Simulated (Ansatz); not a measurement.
# An elastic constant from a strain scan in BN

The calculation used Ansatz 0.2.0, DFT PBE, scalar-relativistic, plane waves, PAW. The runs took a 420 eV cutoff, a Γ-centred 12×12×6 mesh and Gaussian smearing (0.05 eV). No spin polarisation. Energies are free energies at this smearing, counted from the undisturbed cell; pressure is positive in compression.

The undisturbed cell (relaxed at this level; this wurtzite form isn't the usual structure):

```
B N
1.0
     2.55458    0.00000    0.00000
    -1.27729    2.21233    0.00000
     0.00000    0.00000    4.22451
B N
2 2
Direct
  0.66667 0.33333 0.99981
  0.33333 0.66667 0.49981
  0.66667 0.33333 0.62519
  0.33333 0.66667 0.12519
```

The cell is strained by ε times the Voigt pattern (1, 1, 0, 0, 0, 0) (xx, yy, zz, yz, xz, xy; engineering shear) with fractional coordinates fixed. The cell holds 4 atoms in V0 = 23.88 Å³. The stress column is τ = (1/V0) dE/dε, got from the stress tensor σ (compression positive) at each point as −det(1 + εP) σ : P(1 + εP)⁻¹, with P the pattern as a tensor.

```
      ε  ΔE (meV/atom)   τ (GPa)
-0.0600        165.373  -159.977
-0.0450         89.309  -113.023
-0.0300         38.131   -70.988
-0.0150          9.156   -33.426
 0.0000          0.000     0.049
 0.0150          8.513    29.798
 0.0300         32.649    56.169
 0.0450         70.695    79.470
 0.0525         94.405    90.047
 0.0600              ?         ?
```

Which combination of elastic constants does this scan measure, and how large is it?

For small ε, τ = τ0 + Kε with K = pᵀCp, which for this pattern is C11 + C22 + 2 C12 in the Cartesian frame shown. The parabola through τ at ε = -0.0150, 0 and 0.0150 has slope K = 2107 GPa at zero. The energies per cell, E = NΔE, of the same two points give K = 2[E(ε₊)/ε₊ − E(ε₋)/ε₋]/[(ε₊ − ε₋)V0] = 2108 GPa, in agreement. These are clamped-ion values.

Predict the withheld row at ε = 0.0600 from the harmonic law, and compare.

ΔE = V0(τ0 ε + Kε²/2)/N = 141.431 meV/atom and τ = 126.50 GPa. The calculation gives 120.974 meV/atom and 99.97 GPa: the energy lies 14 % below the harmonic value, as bonds soften when stretched.

Forces appear on the atoms along this scan, and letting them relax would lower the energy and soften the response.